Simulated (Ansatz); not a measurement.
**Stress against strain in SnO$_{2}$**

```xyz
6
Lattice="4.7374 0.0000 0.0000 0.0000 4.7374 0.0000 0.0000 0.0000 3.1864" Properties=species:S:1:pos:R:3 pbc="T T T"
Sn    0.0000    0.0000    0.0000
Sn    2.3687    2.3687    1.5932
O     1.4478    1.4478    0.0000
O     0.9208    3.8165    1.5932
O     3.2895    3.2895    0.0000
O     3.8165    0.9208    1.5932
```

Atoms are numbered in the order listed.

The geometry is COD entry 2101853, unchecked; take it as a test cell.

Spin–orbit coupling is left out, though it moves levels of the heavy atoms by tenths of an eV or more.

All numbers below come from Ansatz 0.2.0, DFT, PBE, all-electron LAPW, scalar-relativistic.

The runs use a Γ-centred 4×4×6 k mesh, Fermi–Dirac smearing of 0.03 eV, basis error target 1 meV/atom, no spin polarisation.

The strain is applied along the Cartesian axes of the cell as listed (γ is the engineering shear, twice εxy = εyz = εzx). Fractional coordinates are held (clamped ions).

σ is the change of stress from the unstrained cell, which is at 10.75 GPa; tension is positive, so slopes are stress–strain coefficients at that pressure.

Only quantities that a quadratic follows smoothly over the whole series are listed; rougher ones are left out.

```
      γ  σxy (GPa)  σyz (GPa)
-0.0300      -6.57      -3.67
-0.0200      -4.34      -2.41
-0.0100      -2.15      -1.19
 0.0000       0.00       0.00
 0.0200       4.21       2.30
 0.0300       6.28       3.42
```

(1) Fit the series and read off the stiffness at zero strain.

(2) One run, at γ = 0.0100, is withheld. Predict its row.

## Answers

(1) Least-squares fits y = p0 + p1 x + p2 x² to the rows give σxy (GPa): p1 = 214, p2 = -160; σyz (GPa): p1 = 118, p2 = -140.

(2) The fits give 2.13, 1.17; the run gave 2.12, 1.16.
